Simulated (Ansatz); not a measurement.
Here is an Ansatz 0.2.0 calculation.

Contents of input.yaml:

```yaml
crystal:
  lattice:
    - [3.8799, 0.0, 0.0]
    - [-1.93995, 3.3600919641, 0.0]
    - [0.0, 0.0, 6.3859]
  atoms:
    - { symbol: Yb, position: [0.6666666667, 0.3333333333, 0.75], spin: 2.0 }
    - { symbol: Yb, position: [0.3333333333, 0.6666666667, 0.25], spin: 2.0 }
hamiltonian:
  xc: pbe
  pseudopotentials: { kind: paw }
magnetization:
  spin_polarized: true
  initial_magnetization: 4.0
  spin_locking: { lock_magnetization: hard }
kpoints:
  mp_grid: { grid: [7, 7, 4] }
scf:
  occupations: { method: fermi_dirac, width: 0.05 }
  lower_state_search: "off"
output:
  forces: true
  stress: true
  eigenvalues: true
  write_density: true
  write_potential: true
  elf: true
  volumetric_format: npy
```

Potentials or basis: Ansatz PAW.

Launch:

```console
$ ansatz run input.yaml --threads 2 --pin off --max-ram 5632MiB --backend cpu --events-out ev --progress --plain --runs-dir out
```

Question: Estimate the pressure.

Answer: -2.9 GPa.

Stress tensor (GPa, compression positive):
```
-2.30  0.00  0.00
 0.00 -2.30  0.00
 0.00  0.00 -4.13
```

Caveat: spin-orbit coupling is left out, which moves the levels of the heavy elements; the total moment is fixed, so each spin has its own Fermi level; the thresholds are loose for stress. The state reached can hang on the start; a lower one may exist.
